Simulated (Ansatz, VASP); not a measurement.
## Two plane-wave programs on Pb

```
Pb
1.0
     2.66638    0.00000    0.00000
     0.00000    2.66638    0.00000
     0.00000    0.00000    2.66638
Pb
1
Direct
  0.00000 0.00000 0.00000
```

Change from the starting cell: volume scaled by 0.55, PAW files.

Alike in both runs: task single point; functional PBE; k mesh 12 × 12 × 12; occupations fermi-dirac, width 0.05 eV; no spin polarisation.

```csv
,VASP,Ansatz
version,VASP 6.6.1,Ansatz 0.2.0
potentials or method,"VASP PAW PBE potentials, release 64 (Pb_d)","PAW with Ansatz's default frozen-core files, scalar-relativistic"
plane-wave cutoff (eV),520,420
valence electrons in the cell,14,14
```

Ansatz gave:

```
pressure (GPa) : 92.7
```

Q: Estimate VASP's values.

A: Pressure (GPa): 92.6.

Caveats: the cell as given lies far from equilibrium; so large a pressure means that the cell lies far from this level's equilibrium, or that cutoff or potentials fall short (VASP). Spin-orbit coupling is left out, which matters for the levels of Pb.
